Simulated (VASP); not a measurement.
# GaN with r2SCAN: from relaxation to properties, part 2 of 7

Aim: relax GaN with r2SCAN, compute its properties on that cell and hold them against experiment. The start is a cell from a database of measured crystal structures.

VASP 6.6.1, plane waves and PAW; the level of theory is named at each step.

So far. Step 2 (Relaxing cell and atoms (r2SCAN)): It ends with forces under 0.001 eV/Å and a pressure of 0.06 GPa. The volume lies +1.1 % from that of the database's start. The relaxed cell has a = 3.188, c = 5.194 Å (conventional setting).

The database entry behind the starting cell differs from later determinations by our own check (about 0.3 % short, ideal inner coordinate), so it need not match the best structure at ambient conditions.

**3. Second relaxation**

Level of this step: r2SCAN; plane waves and PAW (Ga_d, N) (VASP).

The basis stayed that of the start cell while the cell moved. A rerun from the cell reached resets it; the error of the finite cutoff stays.

The input, INCAR:

```
SYSTEM = GaN
PREC = Accurate
ENCUT = 520
EDIFF = 1E-06
NELM = 100
ISMEAR = 0
SIGMA = 0.05
LREAL = .FALSE.
ALGO = Normal
METAGGA = R2SCAN
LASPH = .TRUE.
NBANDS = 24
LORBIT = 11
LWAVE = .FALSE.
LCHARG = .FALSE.
KPAR = 4
IBRION = 2
NSW = 60
ISIF = 3
EDIFFG = -0.01
```

The input, POSCAR:

```
GaN
1.0
    3.1881844855      0.0000000000      0.0000000000
   -1.5940922428      2.7610487564      0.0000000000
    0.0000000000      0.0000000000      5.1941922383
Ga N
2 2
Direct
    0.3333333333      0.6666666667      0.9991975713
    0.6666666667      0.3333333333      0.4991975713
    0.3333333333      0.6666666667      0.3758024287
    0.6666666667      0.3333333333      0.8758024287
```

The input, KPOINTS:

```
Automatic mesh
0
Gamma
7 7 4
0 0 0
```

The projector-augmented-wave data sets are Ga_d and N (PBE family, release 64).

Launch:

```sh
> mpirun -np 4 vasp_std
```

The log of the run:

```text
[banner, memory and clock lines left out]
running    4 mpi-ranks, on    1 nodes
 distrk:  each k-point on    1 cores,    4 groups
 distr:  one band on    1 cores,    1 groups

 POSCAR found type information on POSCAR GaN
 POSCAR found :  2 types and       4 ions
 [... a notice as in an earlier step ...]

 LDA part: xc-table for (None), standard interpolation
 POSCAR, INCAR and KPOINTS ok, starting setup
 FFT: planning ... GRIDC
 FFT: planning ... GRID_SOFT
 FFT: planning ... GRID
 WAVECAR not read
 entering main loop
       N       E                     dE             d eps       ncg     rms          rms(c)
DAV:   1     0.254246889536E+03    0.25425E+03   -0.18583E+04  1224   0.285E+03
DAV:   2    -0.213415432064E+02   -0.27559E+03   -0.26442E+03  1336   0.532E+02
DAV:   3    -0.526810833217E+02   -0.31340E+02   -0.31120E+02  1344   0.146E+02
DAV:   4    -0.536334562186E+02   -0.95237E+00   -0.95060E+00  1496   0.288E+01
DAV:   5    -0.536529238501E+02   -0.19468E-01   -0.19460E-01  1352   0.350E+00    0.102E+01
DAV:   6    -0.435777299095E+02    0.10075E+02   -0.88816E+00  1912   0.545E+01    0.309E+00
DAV:   7    -0.438005767148E+02   -0.22285E+00   -0.20425E+00  1288   0.108E+01    0.265E+00
DAV:   8    -0.438238376173E+02   -0.23261E-01   -0.11186E-01  1648   0.718E+00    0.698E-01
DAV:   9    -0.438203303260E+02    0.35073E-02   -0.47007E-02  1872   0.319E+00    0.165E-01
DAV:  10    -0.438205728960E+02   -0.24257E-03   -0.48821E-03  1776   0.787E-01    0.641E-02
DAV:  11    -0.438207210868E+02   -0.14819E-03   -0.40285E-04  1256   0.178E-01    0.248E-02
DAV:  12    -0.438207329570E+02   -0.11870E-04   -0.24566E-05  1496   0.835E-02    0.141E-02
DAV:  13    -0.438207300798E+02    0.28771E-05   -0.44185E-06  1336   0.346E-02    0.805E-03
DAV:  14    -0.438207295215E+02    0.55836E-06   -0.31318E-06  1080   0.150E-02
   1 F= -.43820730E+02 E0= -.43820730E+02  d E =-.438207E+02
 curvature:   0.00 expect dE= 0.000E+00 dE for cont linesearch  0.000E+00
 trial: gam= 0.00000 g(F)=  0.368E-06 g(S)=  0.645E-04 ort = 0.000E+00 (trialstep = 0.100E+01)
 search vector abs. value=  0.649E-04
 bond charge predicted
       N       E                     dE             d eps       ncg     rms          rms(c)
DAV:   1    -0.438211469253E+02   -0.41685E-03   -0.71925E-03  1464   0.163E+00    0.132E-01
DAV:   2    -0.438208297384E+02    0.31719E-03   -0.10077E-03  1544   0.656E-01    0.660E-02
DAV:   3    -0.438207078970E+02    0.12184E-03   -0.16063E-04  1752   0.308E-01    0.129E-02
DAV:   4    -0.438207044040E+02    0.34930E-05   -0.49042E-05  1208   0.667E-02    0.689E-03
DAV:   5    -0.438207044088E+02   -0.48049E-08   -0.14416E-06   936   0.123E-02
   2 F= -.43820704E+02 E0= -.43820704E+02  d E =0.251127E-04
 trial-energy change:    0.000025  1 .order    0.000019   -0.000065    0.000103
 step:   0.3386(harm=  0.3857)  dis= 0.00002  next Energy=   -43.820740 (dE=-0.108E-04)
 bond charge predicted
       N       E                     dE             d eps       ncg     rms          rms(c)
DAV:   1    -0.438209107595E+02   -0.20636E-03   -0.31172E-03  1496   0.107E+00    0.866E-02
DAV:   2    -0.438207808148E+02    0.12994E-03   -0.43828E-04  1552   0.433E-01    0.435E-02
DAV:   3    -0.438207383365E+02    0.42478E-04   -0.68924E-05  1768   0.202E-01    0.855E-03
DAV:   4    -0.438207356082E+02    0.27283E-05   -0.20946E-05  1200   0.435E-02    0.417E-03
DAV:   5    -0.438207353658E+02    0.24243E-06   -0.59822E-07   704   0.806E-03
   3 F= -.43820735E+02 E0= -.43820735E+02  d E =-.584433E-05
 curvature:  -0.19 expect dE=-0.300E-05 dE for cont linesearch -0.248E-05
 trial: gam=-0.20488 g(F)=  0.303E-05 g(S)=  0.126E-04 ort = 0.290E-04 (trialstep = 0.868E+00)
 search vector abs. value=  0.652E-05
 reached required accuracy - stopping structural energy minimisation
```

The job ended after 44 s (4 MPI ranks of Intel Xeon 6975P-C (Granite Rapids), shared host; peak memory 0.69 GiB).

From OUTCAR (step 3):

```text
  LATTYP: Found a hexagonal cell.
 ALAT       =     3.1881844855
 C/A-ratio  =     1.6292006507

 Found     24 irreducible k-points:

   ENCUT  =  520.0 eV  38.22 Ry    6.18 a.u.   5.93  5.93  9.66*2*pi/ulx,y,z

   NELECT =      36.0000    total number of electrons

 E-fermi :   5.3273

 k-point     1 :       0.0000    0.0000    0.0000
  band No.  band energies     occupation
    ...
     14       3.9817      2.00000
     15       3.9818      2.00000
     16       5.0034      2.00000
     17       5.0422      2.00000
     18       5.0422      2.00000
     19       7.3450      0.00000
     20       9.8196      0.00000
     21      14.9649      0.00000
     22      15.5981      0.00000
     23      15.5982      0.00000
    ...

 k-point     2 :       0.1429    0.0000    0.0000
  band No.  band energies     occupation
    ...
     14       2.6553      2.00000
     15       3.5805      2.00000
     16       3.6385      2.00000
     17       4.7929      2.00000
     18       4.8578      2.00000
     19       8.6095      0.00000
     20      10.8901      0.00000
     21      14.0993      0.00000
     22      14.7575      0.00000
     23      16.0900      0.00000
    ...

  Total        0.0219028      0.0219028     -0.0094064     -0.0000000      0.0000000      0.0000000
  in kB        0.7671904      0.7671904     -0.3294790     -0.0000000      0.0000000      0.0000000
  external PRESSURE =       0.4016339 kB  Pullay stress =       0.0000000 kB

  energy-cutoff  :      520.00
  volume of cell :       45.74
      direct lattice vectors                 reciprocal lattice vectors
     3.188855531 -0.000000000  0.000000000     0.313592131  0.181052501  0.000000000
    -1.594427766  2.761629899  0.000000000     0.000000000  0.362105002  0.000000000
     0.000000000  0.000000000  5.194066897     0.000000000  0.000000000  0.192527362

 POSITION                                       TOTAL-FORCE (eV/Angst)
 -----------------------------------------------------------------------------------
     -0.00000      1.84109      5.18988         0.000000     -0.000000     -0.003961
      1.59443      0.92054      2.59284        -0.000000      0.000000     -0.003961
     -0.00000      1.84109      1.95197         0.000000      0.000000      0.003961
      1.59443      0.92054      4.54900         0.000000     -0.000000      0.003961
 -----------------------------------------------------------------------------------
    total drift:                                0.000002      0.000004      0.034800

  FREE ENERGIE OF THE ION-ELECTRON SYSTEM (eV)
  ---------------------------------------------------
  free  energy   TOTEN  =       -43.8207353658 eV

  energy  without entropy=      -43.8207353658  energy(sigma->0) =      -43.82073537

 total charge
# of ion       s       p       d       tot
------------------------------------------
    1        0.754   0.875  10.190  11.819
    2        0.754   0.875  10.190  11.819
    3        1.232   2.544   0.000   3.776
    4        1.232   2.544   0.000   3.776
--------------------------------------------------
tot          3.970   6.839  20.381  31.190

[... 5 parts as in an earlier step ...]

[... 7 further parts left out ...]
```

CONTCAR:

```
GaN
   1.00000000000000
     3.1888555309574560   -0.0000000000000122    0.0000000000000000
    -1.5944277655287489    2.7616298988132608    0.0000000000000000
     0.0000000000000000    0.0000000000000000    5.1940668973355528
  Ga              N
     2     2
Direct
     0.3333333332999970    0.6666666667000030    0.9991932275556570
     0.6666666667000030    0.3333333332999970    0.4991932275556570
     0.3333333332999970    0.6666666667000030    0.3758067724443430
     0.6666666667000030    0.3333333332999970    0.8758067724443430
```

Little changed from the start: no atom moved by 0.005 Å and no cell edge by 0.1 %.

Numbers from this step:

```
Fermi energy                    : 5.327 eV
pressure                        : 0.04016 GPa
SCF cycles over all ionic steps : 24
gap on the k-mesh               : 2.303 eV
least direct gap on the k-mesh  : 2.303 eV
```

It ends with a largest force of 0.004 eV/Å and a pressure of 0.04 GPa. The volume moved by only 0.04 %, so the cell is settled.

**4. Single point with fields (r2SCAN)**

A single point on the relaxed cell gives a clean self-consistent state, with density, ELF and potential written out.

Changes to INCAR since step 3:

```diff
@@ -14,7 +14,5 @@
 LWAVE = .FALSE.
-LCHARG = .FALSE.
-KPAR = 4
-IBRION = 2
-NSW = 60
-ISIF = 3
-EDIFFG = -0.01
+LCHARG = .TRUE.
+ISIF = 2
+LELF = .TRUE.
+LVHAR = .TRUE.
```

The input, POSCAR:

```
GaN
1.0
    3.1888555310      0.0000000000      0.0000000000
   -1.5944277655      2.7616298988      0.0000000000
    0.0000000000      0.0000000000      5.1940668973
Ga N
2 2
Direct
    0.3333333333      0.6666666667      0.9991932276
    0.6666666667      0.3333333333      0.4991932276
    0.3333333333      0.6666666667      0.3758067724
    0.6666666667      0.3333333333      0.8758067724
```

KPOINTS is that of step 3.

Launch:

```sh
> mpirun -np 4 vasp_std
```

The log of the run:

```text
[banner, memory and clock lines left out]
running    4 mpi-ranks, on    1 nodes
 distrk:  each k-point on    4 cores,    1 groups
 distr:  one band on    1 cores,    4 groups

 POSCAR found type information on POSCAR GaN
 POSCAR found :  2 types and       4 ions
 [... a notice as in an earlier step ...]

 LDA part: xc-table for (None), standard interpolation
 POSCAR, INCAR and KPOINTS ok, starting setup
 FFT: planning ... GRIDC
 FFT: planning ... GRID_SOFT
 FFT: planning ... GRID
 WAVECAR not read
 entering main loop
       N       E                     dE             d eps       ncg     rms          rms(c)
DAV:   1     0.252101566517E+03    0.25210E+03   -0.18783E+04  1248   0.288E+03
DAV:   2    -0.196463604732E+02   -0.27175E+03   -0.26019E+03  1280   0.528E+02
DAV:   3    -0.525664024216E+02   -0.32920E+02   -0.32674E+02  1376   0.147E+02
DAV:   4    -0.536357867271E+02   -0.10694E+01   -0.10672E+01  1456   0.292E+01
DAV:   5    -0.536525714527E+02   -0.16785E-01   -0.16780E-01  1392   0.334E+00    0.102E+01
DAV:   6    -0.435802057585E+02    0.10072E+02   -0.89391E+00  1952   0.545E+01    0.310E+00
DAV:   7    -0.438002490449E+02   -0.22004E+00   -0.19931E+00  1256   0.108E+01    0.265E+00
DAV:   8    -0.438237975148E+02   -0.23548E-01   -0.10855E-01  1640   0.712E+00    0.671E-01
DAV:   9    -0.438203483880E+02    0.34491E-02   -0.46330E-02  1912   0.322E+00    0.167E-01
DAV:  10    -0.438206039918E+02   -0.25560E-03   -0.47401E-03  1728   0.755E-01    0.607E-02
DAV:  11    -0.438207513793E+02   -0.14739E-03   -0.38003E-04  1280   0.175E-01    0.213E-02
DAV:  12    -0.438207620885E+02   -0.10709E-04   -0.27159E-05  1408   0.876E-02    0.131E-02
DAV:  13    -0.438207586057E+02    0.34829E-05   -0.50954E-06  1440   0.269E-02    0.866E-03
DAV:  14    -0.438207582347E+02    0.37096E-06   -0.36298E-06  1136   0.164E-02
   1 F= -.43820758E+02 E0= -.43820758E+02  d E =-.212006E-17
```

Wall time 20 s (4 MPI ranks); peak memory 0.5 GiB.

Parts of OUTCAR (step 4):

```text
  LATTYP: Found a hexagonal cell.
 ALAT       =     3.1888555310
 C/A-ratio  =     1.6288185046

 Found     24 irreducible k-points:

   NELECT =      36.0000    total number of electrons

 E-fermi :   5.3272

 k-point     1 :       0.0000    0.0000    0.0000
  band No.  band energies     occupation
    ...
     14       3.9815      2.00000
     15       3.9815      2.00000
     16       5.0030      2.00000
     17       5.0419      2.00000
     18       5.0419      2.00000
     19       7.3449      0.00000
     20       9.8195      0.00000
     21      14.9647      0.00000
     22      15.5982      0.00000
     23      15.5983      0.00000
    ...

 k-point     2 :       0.1429   -0.0000    0.0000
  band No.  band energies     occupation
    ...
     14       2.6551      2.00000
     15       3.5803      2.00000
     16       3.6383      2.00000
     17       4.7926      2.00000
     18       4.8576      2.00000
     19       8.6093      0.00000
     20      10.8900      0.00000
     21      14.0993      0.00000
     22      14.7574      0.00000
     23      16.0900      0.00000
    ...

  Total        0.0140974      0.0140974     -0.0181010      0.0000000      0.0000000      0.0000000
  in kB        0.4937906      0.4937906     -0.6340251      0.0000000      0.0000000      0.0000000
  external PRESSURE =       0.1178521 kB  Pullay stress =       0.0000000 kB

  energy-cutoff  :      520.00
  volume of cell :       45.74
      direct lattice vectors                 reciprocal lattice vectors
     3.188855531  0.000000000  0.000000000     0.313592131  0.181052501  0.000000000
    -1.594427766  2.761629899  0.000000000     0.000000000  0.362105002  0.000000000
     0.000000000  0.000000000  5.194066897     0.000000000  0.000000000  0.192527362

 POSITION                                       TOTAL-FORCE (eV/Angst)
 -----------------------------------------------------------------------------------
     -0.00000      1.84109      5.18988         0.000000     -0.000000     -0.003352
      1.59443      0.92054      2.59284        -0.000000      0.000000     -0.003352
     -0.00000      1.84109      1.95197        -0.000000      0.000000      0.003352
      1.59443      0.92054      4.54900         0.000000      0.000000      0.003352
 -----------------------------------------------------------------------------------
    total drift:                                0.000002      0.000004      0.035263

  FREE ENERGIE OF THE ION-ELECTRON SYSTEM (eV)
  ---------------------------------------------------
  free  energy   TOTEN  =       -43.8207582347 eV

  energy  without entropy=      -43.8207582347  energy(sigma->0) =      -43.82075823

 total charge
# of ion       s       p       d       tot
------------------------------------------
    1        0.754   0.875  10.190  11.819
    2        0.754   0.875  10.190  11.819
    3        1.232   2.545   0.000   3.776
    4        1.232   2.545   0.000   3.776
--------------------------------------------------
tot          3.970   6.839  20.381  31.190

[... 6 parts as in an earlier step ...]

[... 6 further parts left out ...]
```

This step gave:

* SCF cycles: 14
* pressure: 0.01179 GPa

Valence electrons inside each PAW sphere by angular momentum. Sphere charges, by row:

| atom | s (e) | p (e) | d (e) | tot (e) |
| --- | --- | --- | --- | --- |
| Ga1 | 0.754 | 0.875 | 10.19 | 11.82 |
| Ga2 | 0.754 | 0.875 | 10.19 | 11.82 |
| N3 | 1.232 | 2.545 | 0 | 3.776 |
| N4 | 1.232 | 2.545 | 0 | 3.776 |

ELF in the ac plane at fractional y = 0.333, with atoms of Ga and N within 0.2 Å of it. It is the smooth field of the valence electrons, not physical close to the nuclei.

Values, 22 rows by 16 columns, each cell a mean:
```
0.38 0.24 0.20 0.20 0.23 0.33 0.56 0.76 0.82 0.79 0.69 0.67 0.76 0.82 0.80 0.64
0.47 0.25 0.18 0.18 0.23 0.39 0.64 0.80 0.82 0.67 0.39 0.33 0.58 0.79 0.83 0.73
0.51 0.27 0.16 0.15 0.22 0.43 0.67 0.80 0.80 0.59 0.26 0.20 0.49 0.76 0.81 0.74
0.49 0.25 0.13 0.12 0.20 0.41 0.64 0.77 0.80 0.71 0.54 0.50 0.66 0.78 0.79 0.69
0.40 0.19 0.09 0.08 0.15 0.32 0.55 0.71 0.79 0.81 0.80 0.80 0.81 0.80 0.74 0.61
0.26 0.11 0.05 0.05 0.09 0.20 0.39 0.57 0.69 0.77 0.80 0.80 0.78 0.72 0.61 0.45
0.15 0.07 0.04 0.04 0.06 0.12 0.23 0.33 0.41 0.48 0.52 0.53 0.49 0.43 0.36 0.26
0.13 0.09 0.07 0.07 0.08 0.11 0.16 0.21 0.26 0.29 0.31 0.31 0.30 0.27 0.23 0.17
0.16 0.16 0.16 0.16 0.16 0.16 0.18 0.22 0.20 0.15 0.12 0.12 0.14 0.19 0.22 0.19
0.21 0.27 0.32 0.32 0.30 0.23 0.23 0.22 0.14 0.06 0.04 0.05 0.05 0.10 0.20 0.23
0.28 0.41 0.49 0.50 0.45 0.33 0.28 0.23 0.11 0.03 0.09 0.12 0.02 0.08 0.19 0.27
0.38 0.55 0.62 0.62 0.58 0.44 0.33 0.27 0.15 0.05 0.04 0.04 0.04 0.10 0.24 0.30
0.47 0.62 0.66 0.66 0.64 0.53 0.37 0.30 0.22 0.12 0.07 0.07 0.10 0.18 0.27 0.32
0.51 0.62 0.65 0.65 0.63 0.56 0.40 0.28 0.24 0.21 0.18 0.17 0.19 0.23 0.25 0.33
0.49 0.57 0.61 0.61 0.59 0.52 0.40 0.27 0.20 0.20 0.20 0.20 0.20 0.19 0.22 0.34
0.40 0.48 0.53 0.53 0.50 0.43 0.33 0.23 0.16 0.13 0.13 0.13 0.13 0.14 0.18 0.28
0.26 0.34 0.40 0.40 0.37 0.29 0.20 0.13 0.09 0.07 0.06 0.06 0.06 0.07 0.11 0.17
0.15 0.21 0.24 0.25 0.22 0.17 0.12 0.08 0.06 0.05 0.05 0.04 0.05 0.05 0.06 0.10
0.13 0.15 0.17 0.17 0.16 0.14 0.11 0.10 0.11 0.12 0.13 0.13 0.12 0.11 0.10 0.11
0.16 0.16 0.18 0.18 0.17 0.16 0.17 0.22 0.29 0.34 0.37 0.38 0.36 0.31 0.25 0.18
0.21 0.20 0.20 0.20 0.20 0.21 0.28 0.42 0.55 0.61 0.64 0.64 0.62 0.58 0.47 0.31
0.28 0.22 0.21 0.21 0.22 0.26 0.41 0.61 0.74 0.77 0.77 0.77 0.77 0.76 0.68 0.47
```
Columns run along a (3.2 Å), rows up along c (5.2 Å). Atoms in or near the plane, at fractional coordinates: Ga at (0.67, 0.50), N at (0.67, 0.88).

Electrostatic potential energy in the ac plane at fractional y = 0.333, with atoms of Ga and N within 0.2 Å of it. With pseudopotentials it is smooth inside the atoms' cores, unlike the true potential.

Ten even steps from '_' (-48 eV) to '@' (3 eV):
```
@@%%######%%@@@@##==..__::##%%@@
@@%%%%%%%%%%@@%%++________--%%@@
@@@@@@%%@@@@@@%%--__::--__..##@@
@@@@@@@@@@@@@@%%==__....__::##@@
@@@@@@@@@@@@@@@@**..______++%%@@
@@@@@@@@@@@@@@@@%%##====**%%@@@@
@@@@@@@@@@@@@@@@@@@@%%%%%%@@@@@@
@@@@@@@@@@@@@@@@@@%%%%%%%%@@@@@@
@@@@@@@@@@@@@@%%##**++++**##%%@@
@@@@@@@@@@@@@@##++==------==**%%
@@@@@@@@@@@@%%++--::......--++##
%%@@@@@@@@@@##==::________..==**
%%@@@@@@@@@@##==::________..--**
%%@@@@@@@@@@##==::________..==**
@@@@@@@@@@@@%%++--....__..--++##
@@@@@@@@@@@@@@##++----::--==**%%
@@@@@@@@@@@@@@%%##**++++++##%%@@
@@@@@@@@@@@@@@@@@@%%%%##%%@@@@@@
@@@@@@@@@@@@@@@@@@@@@@@@@@@@@@@@
@@@@@@@@@@@@@@@@@@@@@@@@@@@@@@@@
@@@@@@@@@@@@@@@@@@@@@@@@@@@@@@@@
@@@@@@@@@@@@@@@@@@@@@@@@@@@@@@@@
@@@@%%%%@@@@@@@@@@@@@@@@@@@@@@@@
@@%%%%##%%%%@@@@@@@@@@@@@@@@@@@@
%%%%######%%@@@@@@@@@@@@@@@@@@@@
%%########%%@@@@@@%%####%%@@@@@@
```
Columns run along a (3.2 Å; values clipped at the 3rd and 97th percentile), rows up along c (5.2 Å). Atoms in or near the plane, at fractional coordinates: Ga at (0.67, 0.50), N at (0.67, 0.88).

Valence density in the ac plane at fractional y = 0.333, with atoms of Ga and N within 0.2 Å of it. It is the smooth field of the valence electrons, not physical close to the nuclei.

Ten steps, logarithmic in the rise over the least value, from '_' (0 e/Å³) to '@' (16 e/Å³):
```
::::::::::::::--==++++**++==----
::::::::::::--==++********++==--
::........::--==++**********==--
::..........::==++********++==--
....______..::--==++******++--::
..________....::--==++++++==--::
____________..::----======--::..
____________....::--------::::..
____________....::--====--::::..
____________..::==++******==::..
..________....--**##%%%%%%**==::
............::==##%%@@@@@@##++--
::........::::++##@@@@@@@@%%**--
::::::::::::::==##%%@@@@@@##++--
::::::::::::::--**##%%%%%%**==::
::::::::::::::::==++******==--::
::::::::::::::::::----==--::::::
..::::::::......................
..............________________..
__..........____________________
____......______________________
____....________________________
__..........____________________
................................
..::::::::::..::::::----::::::..
::::::::::::::::--========----::
```
Columns run along a (3.2 Å), rows up along c (5.2 Å). Atoms in or near the plane, at fractional coordinates: Ga at (0.67, 0.50), N at (0.67, 0.88).

In this run the pressure is 0.01 GPa, small enough to go on.

[end of part 2 of 7]

[Lines on the potential files, build, host, timing and source positions are cut from VASP's logs without a mark.]

[Logs are printed without paths, hosts, clocks, repeated set-up lines and the standing remarks that a program may print on its own settings, such as how far it seeks lower states.]

[Hosts, paths, dates, database ids (printed as entryN), source tags and the programs' standing remarks are cut or masked in the printed files.]

[Measured values are set beside computed ones only where the two were judged alike; some that the calculation misses by far are left out.]

[In band tables of VASP the shares of atoms and orbitals are scaled to a sum of 1 inside the atoms' spheres.]
